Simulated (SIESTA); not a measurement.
Crystal: SiC (Moissanite).

```
CELL_PARAMETERS angstrom
3.07600 0.00000 0.00000
-1.53800 2.66389 0.00000
0.00000 0.00000 5.04800
ATOMIC_POSITIONS crystal
Si 0.66667 0.33333 0.50000
Si 0.33333 0.66667 0.00000
C 0.66667 0.33333 0.88500
C 0.33333 0.66667 0.38500
```

| Quantity | Value |
| --- | --- |
| Program | SIESTA 5.4.2 |
| Task | relaxation of cell and atoms |
| Functional | PBE |
| Potentials or basis | PseudoDojo 0.4 standard (PBE files) |
| Basis | DZP (energy shift 0.003 Ry) |
| Grid cutoff | 750 Ry |
| Energy shift | 0.003 Ry |
| k mesh | 8 × 8 × 4 |
| Occupations | fermi-dirac, width 0.05 eV |
| Spin | no spin polarisation |

At the start: pressure 6.7 GPa; volume 10.34 Å³/atom.

Question: Where does the relaxation end?

Answer: Over 8 steps the energy falls by 16.2 meV/atom and the volume is 10.64 Å³/atom (+2.9 %); space group P6_3mc (No. 186, to 0.05 Å).

The path:
```csv
step,energy change (eV),largest force (eV/Å),pressure (GPa),volume (Å³)
1,0.0000,0.8367,6.71,41.36
2,-0.0448,0.2339,5.47,41.54
3,-0.0539,0.0279,4.33,41.75
4,-0.0625,0.2016,-0.52,42.67
5,-0.0646,0.0711,-0.34,42.63
6,-0.0649,0.0109,-0.07,42.58
7,-0.0649,0.0008,0.06,42.55
8,-0.0649,0.0006,0.01,42.56
```

Final structure:
```
Si C
1.0
     3.10502    0.00000    0.00000
    -1.55251    2.68903    0.00000
     0.00000    0.00000    5.09746
Si C
2 2
Direct
  0.66667 0.33333 0.50471
  0.33333 0.66667 0.00471
  0.66667 0.33333 0.88029
  0.33333 0.66667 0.38029
```

Caveat: the basis of atomic orbitals isn't converged, which shifts pressures, moduli and gaps.
